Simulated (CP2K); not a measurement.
# C in CP2K: the effect of pseudo set

The system is C.

```
CELL_PARAMETERS angstrom
2.52207 0.00000 0.00000
1.26103 2.18417 0.00000
1.26103 0.72806 2.05926
ATOMIC_POSITIONS crystal
C 0.75000 0.75000 0.75000
C 0.50000 0.50000 0.50000
```

This isn't the form of C at room conditions, which is graphite.

Alike in all runs:

```yaml
Program: CP2K 2026.2
Task: band structure
Functional: PBE
Density_cutoff: 6123 eV
k_mesh: 13 × 13 × 13
Occupations: fermi-dirac, width 0.05 eV
Spin: no spin polarisation
```

```csv
pseudo set,gap on the mesh (eV),pressure (GPa)
PBE,4.29,3.0
PADE,4.47,-8.6
BLYP,4.34,1.8
SCAN,?,?
PBE0,4.26,2.7
```

Question: What does the run with pseudo set SCAN give?

Answer: gap on the mesh 4.42 eV; pressure -0.3 GPa.

Caveats: the basis of atomic orbitals isn't converged, which shifts pressures, moduli and gaps; the potentials were made for another functional, which shifts forces and pressure (some runs).

